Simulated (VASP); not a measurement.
# Er (Fm-3m) in VASP: further runs, part 2 of 2

VASP 6.6.1.

## Step 3: Single point, PBE, collinear spin, ferromagnetic start

The input, INCAR:

```
SYSTEM = Er
PREC     = Low            ! precision mode
ENCUT    = 550            ! plane-wave cutoff, eV
EDIFF    = 1E-6           ! SCF threshold, eV
ISMEAR   = 0              ! smearing method
SIGMA    = 0.2            ! smearing width, eV
LREAL    = .False.        ! projectors in reciprocal space
LASPH    = .True.         ! aspherical terms in the spheres
NELM     = 100            ! most SCF steps
ALGO     = Normal         ! electronic algorithm
ISIF     = 2              ! what is computed and relaxed
LWAVE    = .False.        ! write WAVECAR
LCHARG   = .False.        ! write CHGCAR
ISPIN    = 2              ! spin polarisation
MAGMOM   = 3              ! initial moments
LORBIT   = 11             ! projections on sites
LMAXMIX  = 6              ! l up to which the mixer works
GGA      = PE             ! functional
ADDGRID  = .False.
```

The input, KPOINTS:

```
Automatic mesh
0
Gamma
  10 10 10
  0 0 0
```

The input, POSCAR:

```
Er
1.0
   -0.0089250000      2.4571370000      2.4791170000
    2.4542050000     -0.0023290000      2.4725200000
    2.4870360000      2.4833720000     -0.0351600000
Er
1
Direct
   -0.0043710000     -0.0077920000     -0.0181410000
```

Potentials or basis: VASP PAW PBE potentials, release 64 (Er_3), 4f in core.

Command:

```
> cat potpaw_PBE.64/Er_3/POTCAR > POTCAR
> mpirun -np 1 vasp_std > vasp.out
```

OUTCAR:

```text
SYSTEM = Er
   PREC = Low
   ENCUT = 550
   EDIFF = 1E-6
   ISMEAR = 0
   LREAL = .False.
   LASPH = .True.
   NELM = 100
   ISIF = 2
   ISPIN = 2
   LORBIT = 11
   GGA = PE

 Found    504 irreducible k-points:

 Following reciprocal coordinates:
            Coordinates               Weight
  0.000000  0.000000  0.000000      1.000000
  0.100000  0.000000 -0.000000      2.000000
  0.200000  0.000000 -0.000000      2.000000
  0.300000  0.000000 -0.000000      2.000000
  0.400000  0.000000 -0.000000      2.000000
  0.500000  0.000000 -0.000000      1.000000
   k-points           NKPTS =    504   k-points in BZ     NKDIM =    504   number of bands    NBANDS=     10
   number of dos      NEDOS =    301   number of ions     NIONS =      1
   total plane-waves  NPLWV =   8000
   dimension x,y,z NGX =    20 NGY =   20 NGZ =   20
   dimension x,y,z NGXF=    20 NGYF=   20 NGZF=   20
   ions per type =               1
   NGX,Y,Z   is equivalent  to a cutoff of   9.53,  9.54,  9.46 a.u.
   NGXF,Y,Z  is equivalent  to a cutoff of   9.53,  9.54,  9.46 a.u.
 SYSTEM =  Er
   PREC   = low       normal or accurate (medium, high low for compatibility)
   ISTART =      0    job   : 0-new  1-cont  2-samecut
   ICHARG =      2    charge: 1-file 2-atom 10-const
   ISPIN  =      2    spin polarized calculation?
   LNONCOLLINEAR =      F non collinear calculations
   LSORBIT =      F    spin-orbit coupling
   LASPH  =      T    aspherical Exc in radial PAW
   ENCUT  =  550.0 eV  40.42 Ry    6.36 a.u.   6.67  6.66  6.72*2*pi/ulx,y,z
   NELM   =    100;   NELMIN=  2; NELMDL= -5     # of ELM steps
   EDIFF  = 0.1E-05   stopping-criterion for ELM
   LREAL  =      F    real-space projection
   EDIFFG = 0.1E-04   stopping-criterion for IOM
   NSW    =      0    number of steps for IOM
   IBRION =     -1    ionic relax: 0-MD 1-quasi-New 2-CG
   NFREE  =      0    steps in history (QN), initial steepest desc. (CG)
   ISIF   =      2    stress and relaxation
   ISYM   =      2    0-nonsym 1-usesym 2-fastsym
   POTIM  = 0.5000    time-step for ionic-motion
   TEBEG  =    0.0;   TEEND  =   0.0 temperature during run
   PSTRESS=    0.0 pullay stress
   NELECT =       9.0000    total number of electrons
   NUPDOWN=      -1.0000    fix difference up-down
   EMIN   =  10.00;   EMAX   =-10.00  energy-range for DOS
   EFERMI =   0.00;   METHOD = LEGACY
   ISMEAR =     0;   SIGMA  =   0.20  broadening in eV -4-tet -1-fermi 0-gaus
   EFERMI_NEDOS =   21; number of points for ismear=-14 and -15
   IALGO  =     38    algorithm
   IMIX   =      4    mixing-type and parameters
     AMIX     =   0.40;   BMIX     =  1.00
     AMIX_MAG =   1.60;   BMIX_MAG =  1.00
  volume/ion in A,a.u.               =      30.50       205.83
  Fermi-wavevector in a.u.,A,eV,Ry     =   1.089904  2.059619 16.162220  1.187890
  Thomas-Fermi vector in A             =   2.226117
   LORBIT       =     11    0 simple, 1 ext, 2 COOP (PROOUT), +10 PAW based schemes
   GGA     = PE    functional components
   LHFCALC =     F    Hartree Fock is set to
   AEXX    =    0.0000 exact exchange contribution
   IVDW    =     0    specifies the selected vdW correction
   LEPSILON=     F    determine dielectric tensor
   LRPA    =     F    only Hartree local field effects (RPA)
 spin polarized calculation
 Gauss-broadening in eV      SIGMA  =   0.20
  energy-cutoff  :      550.00
  volume of cell :       30.50
 maximum number of plane-waves:       914
   NGX = 13   NGY = 13   NGZ = 13

 number of electron       9.0000029 magnetization       0.0012628

 number of electron       9.0000029 magnetization      -0.0000491

 Free energy of the ion-electron system (eV)
  ---------------------------------------------------
  ext. energy  EPLUGINS =         0.00000000
  ---------------------------------------------------
  free energy    TOTEN  =        -4.48254794 eV

  energy without entropy =       -4.45246576  energy(sigma->0) =       -4.46750685

 E-fermi :   3.0676     XC(G=0):  -9.8748

 val. band max:        3.0651194278   @ k =   0.2000   0.4000   0.4000
 cond. band min:       3.0679660976   @ k =  -0.4000  -0.2000   0.2000
 fundamental gap:      0.0028466699
 Fermi energy:         3.0676417307

 spin component 1

 k-point     1 :       0.0000    0.0000    0.0000
  band No.  band energies     occupation
      1     -21.3169      1.00000
      2     -21.3029      1.00000
      3     -21.2996      1.00000
      4      -2.4832      1.00000
      5       4.9204      0.00000
      6       5.1604      0.00000
      7       5.1870      0.00000
      8       7.3849      0.00000
      9       7.4988      0.00000
     10      12.6393      0.00000

 k-point     2 :       0.1000    0.0000   -0.0000
  band No.  band energies     occupation
      1     -21.3662      1.00000
      2     -21.3215      1.00000
      3     -21.3082      1.00000
      4      -2.2059      1.00000
      5       4.7751      0.00000
      6       5.1173      0.00000
      7       5.3225      0.00000
      8       7.2412      0.00000
      9       7.3360      0.00000
     10      13.2679      0.00000

 k-point     3 :       0.2000    0.0000   -0.0000
  band No.  band energies     occupation
      1     -21.5222      1.00000
      2     -21.3400      1.00000
      3     -21.3305      1.00000
      4      -1.4438      1.00000
      5       4.1642      0.00000
      6       5.2767      0.00000
      7       5.5237      0.00000
      8       7.1670      0.00000
      9       7.2152      0.00000
     10      13.2454      0.00000

 k-point     4 :       0.3000    0.0000   -0.0000
  band No.  band energies     occupation
      1     -21.7088      1.00000
      2     -21.3627      1.00000
      3     -21.3574      1.00000
      4      -0.4301      1.00000
      5       3.6852      0.00001
      6       5.1378      0.00000
      7       5.3720      0.00000
      8       7.6963      0.00000
      9       7.8057      0.00000
     10      12.1615      0.00000

 k-point     5 :       0.4000    0.0000   -0.0000
  band No.  band energies     occupation
      1     -21.8548      1.00000
      2     -21.3824      1.00000
      3     -21.3777      1.00000
      4       0.3943      1.00000
      5       3.6356      0.00003
      6       4.8774      0.00000
      7       5.1062      0.00000
      8       8.5859      0.00000
      9       8.7828      0.00000
     10      11.5140      0.00000

 k-point     6 :       0.5000    0.0000   -0.0000
  band No.  band energies     occupation
      1     -21.9095      1.00000
      2     -21.3904      1.00000
      3     -21.3849      1.00000
      4       0.6705      1.00000
      5       3.7780      0.00000
      6       4.7675      0.00000
      7       4.9970      0.00000
      8       9.0629      0.00000
      9       9.3084      0.00000
     10      11.3703      0.00000

 [... further k-points ...]

 spin component 2

 k-point     1 :       0.0000    0.0000    0.0000
  band No.  band energies     occupation
      1     -21.3168      1.00000
      2     -21.3028      1.00000
      3     -21.2996      1.00000
      4      -2.4832      1.00000
      5       4.9202      0.00000
      6       5.1602      0.00000
      7       5.1867      0.00000
      8       7.3849      0.00000
      9       7.4988      0.00000
     10      12.6388      0.00000

 k-point     2 :       0.1000    0.0000   -0.0000
  band No.  band energies     occupation
      1     -21.3662      1.00000
      2     -21.3214      1.00000
      3     -21.3082      1.00000
      4      -2.2060      1.00000
      5       4.7748      0.00000
      6       5.1170      0.00000
      7       5.3223      0.00000
      8       7.2411      0.00000
      9       7.3359      0.00000
     10      13.2675      0.00000

 k-point     3 :       0.2000    0.0000   -0.0000
  band No.  band energies     occupation
      1     -21.5222      1.00000
      2     -21.3399      1.00000
      3     -21.3305      1.00000
      4      -1.4438      1.00000
      5       4.1640      0.00000
      6       5.2765      0.00000
      7       5.5235      0.00000
      8       7.1669      0.00000
      9       7.2151      0.00000
     10      13.2459      0.00000

 k-point     4 :       0.3000    0.0000   -0.0000
  band No.  band energies     occupation
      1     -21.7088      1.00000
      2     -21.3627      1.00000
      3     -21.3574      1.00000
      4      -0.4301      1.00000
      5       3.6850      0.00001
      6       5.1376      0.00000
      7       5.3719      0.00000
      8       7.6962      0.00000
      9       7.8056      0.00000
     10      12.1620      0.00000

 k-point     5 :       0.4000    0.0000   -0.0000
  band No.  band energies     occupation
      1     -21.8548      1.00000
      2     -21.3824      1.00000
      3     -21.3776      1.00000
      4       0.3941      1.00000
      5       3.6357      0.00003
      6       4.8773      0.00000
      7       5.1061      0.00000
      8       8.5858      0.00000
      9       8.7827      0.00000
     10      11.5143      0.00000

 k-point     6 :       0.5000    0.0000   -0.0000
  band No.  band energies     occupation
      1     -21.9095      1.00000
      2     -21.3904      1.00000
      3     -21.3848      1.00000
      4       0.6702      1.00000
      5       3.7783      0.00000
      6       4.7674      0.00000
      7       4.9969      0.00000
      8       9.0629      0.00000
      9       9.3084      0.00000
     10      11.3703      0.00000

 [... further k-points ...]
[... 5 lines left out ...]
  --------------------------------------------------------------------------------------
  -------------------------------------------------------------------------------------
  Total        0.0170267      0.0246073     -0.0259699     -0.0591118      0.0724980      0.1059470
  in kB        0.8944150      1.2926240     -1.3642000     -3.1051449      3.8083213      5.5654019
  external PRESSURE =       0.2742797 kB  Pullay stress =       0.0000000 kB

 VOLUME and BASIS-vectors are now :
 -----------------------------------------------------------------------------
  energy-cutoff  :      550.00
  volume of cell :       30.50
      direct lattice vectors                 reciprocal lattice vectors
    -0.008925000  2.457137000  2.479117000    -0.201313527  0.204442392  0.200014888
     2.454205000 -0.002329000  2.472520000     0.204685885 -0.202140878  0.201085569
     2.487036000  2.483372000 -0.035160000     0.199378760  0.200206110 -0.197713292

 POSITION                                       TOTAL-FORCE (eV/Angst)
 -----------------------------------------------------------------------------------
      4.86811      4.88241      4.88701         0.000000      0.000000      0.000000
 -----------------------------------------------------------------------------------
    total drift:                               -0.000085      0.000067      0.000171

  FREE ENERGIE OF THE ION-ELECTRON SYSTEM (eV)
  ---------------------------------------------------
  free  energy   TOTEN  =        -4.4825479372 eV

  energy  without entropy=       -4.4524657584  energy(sigma->0) =       -4.46750685

 total charge

# of ion       s       p       d       tot
------------------------------------------
    1        0.513   6.504   1.103   8.121

 magnetization (x)

# of ion       s       p       d       tot
------------------------------------------
    1       -0.000   0.000  -0.000  -0.000
```

Run time: 78 s. Hardware: 1 thread of Intel Xeon 6975P-C (Granite Rapids), shared host; peak memory 0.33 GiB.

These settings aren't checked as converged: the numbers below hold their error.

Results:

- Free energy: -4.4825 eV
- Pressure: 0.0 GPa
- Band gap on the k mesh: none (metal or under the smearing width)
- Net moment: 0.00 μB per cell
- Valence electrons inside the program's atomic spheres: Er 8.12

Caveat: the magnetic or orbital state may not be the lowest; spin-orbit coupling is left out, which moves the levels of the heavy elements; the 4f electrons are frozen in the core as for a trivalent ion, so they carry no moment and show no levels.

## Step 4: Single point, PBE, collinear spin, ferromagnetic start

INCAR: that of step 3 with these lines changed.

```diff
@@ -1,3 +1,3 @@
 SYSTEM = Er
-PREC     = Low            ! precision mode
+PREC     = Normal         ! precision mode
 ENCUT    = 550            ! plane-wave cutoff, eV
```

KPOINTS is that of step 3.

The input, POSCAR:

```
Er
1.0
    0.0000000000      2.4798434248      2.4798434248
    2.4798434248      0.0000000000      2.4798434248
    2.4798434248      2.4798434248      0.0000000000
Er
1
Direct
    0.0000000000      0.0000000000      0.0000000000
```

Potentials or basis: VASP PAW PBE potentials, release 64 (Er_3), 4f in core.

Command:

```
> cat potpaw_PBE.64/Er_3/POTCAR > POTCAR
> mpirun -np 1 vasp_std > vasp.out
```

OUTCAR:

```text
SYSTEM = Er
   PREC = Normal
   ENCUT = 550
   EDIFF = 1E-6
   ISMEAR = 0
   LREAL = .False.
   LASPH = .True.
   NELM = 100
   ISIF = 2
   ISPIN = 2
   LORBIT = 11
   GGA = PE

 Found     47 irreducible k-points:

 Following reciprocal coordinates:
            Coordinates               Weight
  0.000000  0.000000  0.000000      1.000000
  0.100000  0.000000  0.000000      8.000000
  0.200000  0.000000  0.000000      8.000000
  0.300000  0.000000  0.000000      8.000000
  0.400000  0.000000  0.000000      8.000000
  0.500000  0.000000  0.000000      4.000000
   k-points           NKPTS =     47   k-points in BZ     NKDIM =     47   number of bands    NBANDS=     10
   number of dos      NEDOS =    301   number of ions     NIONS =      1
   total plane-waves  NPLWV =   8000
   dimension x,y,z NGX =    20 NGY =   20 NGZ =   20
   dimension x,y,z NGXF=    40 NGYF=   40 NGZF=   40
   ions per type =               1
   NGX,Y,Z   is equivalent  to a cutoff of   9.48,  9.48,  9.48 a.u.
   NGXF,Y,Z  is equivalent  to a cutoff of  18.96, 18.96, 18.96 a.u.
 SYSTEM =  Er
   PREC   = normal    normal or accurate (medium, high low for compatibility)
   ISTART =      0    job   : 0-new  1-cont  2-samecut
   ICHARG =      2    charge: 1-file 2-atom 10-const
   ISPIN  =      2    spin polarized calculation?
[... 214 lines left out ...]
      1     -21.9049      1.00000
      2     -21.3856      1.00000
      3     -21.3856      1.00000
      4       0.6636      1.00000
      5       3.7632      0.00000
      6       4.8867      0.00000
      7       4.8867      0.00000
      8       9.1915      0.00000
      9       9.1915      0.00000
     10      11.3385      0.00000

 [... further k-points ...]

------------------------ aborting loop because EDIFF is reached ----------------------------------------

  FORCE on cell =-STRESS in cart. coord.  units (eV):
  Direction    XX          YY          ZZ          XY          YZ          ZX
  --------------------------------------------------------------------------------------
  -------------------------------------------------------------------------------------
  Total        0.0029200      0.0029200      0.0029200     -0.0000000      0.0000000     -0.0000000
  in kB        0.1533853      0.1533853      0.1533853     -0.0000000      0.0000000     -0.0000000
  external PRESSURE =       0.1533853 kB  Pullay stress =       0.0000000 kB

 VOLUME and BASIS-vectors are now :
 -----------------------------------------------------------------------------
  energy-cutoff  :      550.00
  volume of cell :       30.50
      direct lattice vectors                 reciprocal lattice vectors
     0.000000000  2.479843425  2.479843425    -0.201625633  0.201625633  0.201625633
     2.479843425  0.000000000  2.479843425     0.201625633 -0.201625633  0.201625633
     2.479843425  2.479843425  0.000000000     0.201625633  0.201625633 -0.201625633

 POSITION                                       TOTAL-FORCE (eV/Angst)
 -----------------------------------------------------------------------------------
      0.00000      0.00000      0.00000         0.000000     -0.000000      0.000000
 -----------------------------------------------------------------------------------
    total drift:                                0.000000      0.000000      0.000000

  FREE ENERGIE OF THE ION-ELECTRON SYSTEM (eV)
  ---------------------------------------------------
  free  energy   TOTEN  =        -4.4841276733 eV

  energy  without entropy=       -4.4540074580  energy(sigma->0) =       -4.46906757

 total charge

# of ion       s       p       d       tot
------------------------------------------
    1        0.513   6.504   1.103   8.120

 magnetization (x)

# of ion       s       p       d       tot
------------------------------------------
    1       -0.000   0.000  -0.000  -0.000
```

OSZICAR:

```text
N       E                     dE             d eps       ncg     rms          rms(c)
DAV:   1     0.149234182144E+02    0.14923E+02   -0.47933E+03  2562   0.936E+02
DAV:   2    -0.288084021468E+01   -0.17804E+02   -0.16930E+02  2786   0.281E+02
DAV:   3    -0.356834497943E+01   -0.68750E+00   -0.63970E+00  2950   0.595E+01
DAV:   4    -0.357744026521E+01   -0.90953E-02   -0.90053E-02  3334   0.329E+00
DAV:   5    -0.357746200335E+01   -0.21738E-04   -0.21730E-04  2960   0.105E-01    0.214E+01
DAV:   6    -0.439665627186E+01   -0.81919E+00   -0.25116E-01  3010   0.475E+00    0.134E+01
DAV:   7    -0.446492850409E+01   -0.68272E-01   -0.54366E-02  2966   0.230E+00    0.654E+00
DAV:   8    -0.447747505489E+01   -0.12547E-01   -0.72596E-02  2964   0.222E+00    0.138E+00
DAV:   9    -0.448365360685E+01   -0.61786E-02   -0.35792E-03  2964   0.713E-01    0.260E-01
DAV:  10    -0.448404409103E+01   -0.39048E-03   -0.10155E-03  2986   0.178E-01    0.187E-01
DAV:  11    -0.448412092751E+01   -0.76836E-04   -0.24871E-04  2856   0.982E-02    0.427E-02
DAV:  12    -0.448412501745E+01   -0.40899E-05   -0.83638E-06  2956   0.251E-02    0.277E-02
DAV:  13    -0.448412769430E+01   -0.26769E-05   -0.13236E-05  2566   0.155E-02    0.804E-03
DAV:  14    -0.448412767329E+01    0.21009E-07   -0.61071E-07  1338   0.812E-03
   1 F= -.44841277E+01 E0= -.44690676E+01  d E =-.301202E-01  mag=    -0.0001
```

It took 13 s on 1 thread of Intel Xeon 6975P-C (Granite Rapids), shared host; peak memory 0.14 GiB.

The run converged, but some of its settings lie outside the range that counts as converged, so its numbers aren't taken as properties of the crystal.

What came out:

```
Free energy                                           : -4.4841 eV
Pressure                                              : 0.0 GPa
Band gap on the k mesh                                : none (metal or under the smearing width)
Net moment                                            : 0.00 μB per cell
Valence electrons inside the program's atomic spheres : Er 8.12
```

Caveat: the magnetic or orbital state may not be the lowest; spin-orbit coupling is left out, which moves the levels of the heavy elements; the 4f electrons are frozen in the core as for a trivalent ion, so they carry no moment and show no levels.

## Step 5: Single point, PBE, collinear spin, ferromagnetic start

INCAR is that of step 4.

KPOINTS is that of step 4.

The input, POSCAR:

```
Er
1.0
   -0.0089250000      2.4571370000      2.4791170000
    2.4542050000     -0.0023290000      2.4725200000
    2.4870360000      2.4833720000     -0.0351600000
Er
1
Direct
   -0.0043710000     -0.0077920000     -0.0181410000
```

Command:

```
> cat potpaw_PBE.64/Er_3/POTCAR > POTCAR
> mpirun -np 1 vasp_std > vasp.out
```

Wall time 80 s (1 thread of Intel Xeon 6975P-C (Granite Rapids), shared host); peak memory 0.35 GiB.

These settings aren't checked as converged: the numbers below hold their error.

Results:

```
Free energy                                           : -4.4824 eV
Pressure                                              : 0.0 GPa
Band gap on the k mesh                                : none (metal or under the smearing width)
Net moment                                            : 0.00 μB per cell
Valence electrons inside the program's atomic spheres : Er 8.12
```

Caveat: the magnetic or orbital state may not be the lowest; spin-orbit coupling is left out, which moves the levels of the heavy elements; the 4f electrons are frozen in the core as for a trivalent ion, so they carry no moment and show no levels.

## Step 6: The reference run

An earlier run on the cell as given: functional PBE; potentials or basis VASP PAW PBE potentials, release 64 (Er); cutoff 520 eV; k mesh 9 × 9 × 9; occupations fermi-dirac, width 0.05 eV; collinear spin, ferromagnetic start; starting moments [3.0] μB.

- Pressure: 2.8 GPa
- Band gap on the k mesh: none (metal or under the smearing width)
- Net moment: 2.42 μB per cell
- Site moments: Er +2.43 μB
- Valence electrons inside the program's atomic spheres: Er 19.66
